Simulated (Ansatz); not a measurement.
# How far PBE and r2SCAN part for Li3N, biaxial strain −0.83 %, plane normal [001], relaxed out of plane

The reference is Li$_{3}$N (space group P6/mmm, No. 191; a = 3.634 Å, c = 3.865 Å). Axes: x lies along a and z along c of the hexagonal cell.

(Cell as relaxed with PBE.)

Levels (all Ansatz, a program for electronic structure, PAW): PBE (420 eV, no spin-orbit coupling); r2SCAN (500 eV, no spin-orbit coupling).

Each level relaxes its own structure.

| base | PBE | r2SCAN |
|---|---|---|
| volume per atom | 11.05 Å³ | 10.88 Å³ |
| lattice parameter a | 3.634 Å | 3.610 Å |
| band gap | 1.06 eV | 1.48 eV |

Modification: compressive biaxial strain of 0.83 % in the plane normal to [001], as in epitaxy on a mismatched substrate; the out-of-plane cell vector and the atoms relax.

```tsv
quantity	PBE	r2SCAN
electron mass	0.31 mₑ (at Γ)	___
volume per atom	10.88 Å³	___
band gap	1.08 eV	___
```

What does r2SCAN give?


- electron mass, r2SCAN: 0.32 mₑ out of plane, 0.36 mₑ in plane (at Γ)
- volume per atom, r2SCAN: 10.71 Å³
- band gap, r2SCAN: 1.50 eV

PBE's volume per atom lies 0.17 Å³ above r2SCAN's (1.6 %); PBE's band gap lies 0.42 eV below r2SCAN's. Neither level is exact; r2SCAN is the comparison here, not a measurement.

Effective masses come from finite differences of ±0.01 Å⁻¹. No phonon test of stability was made.
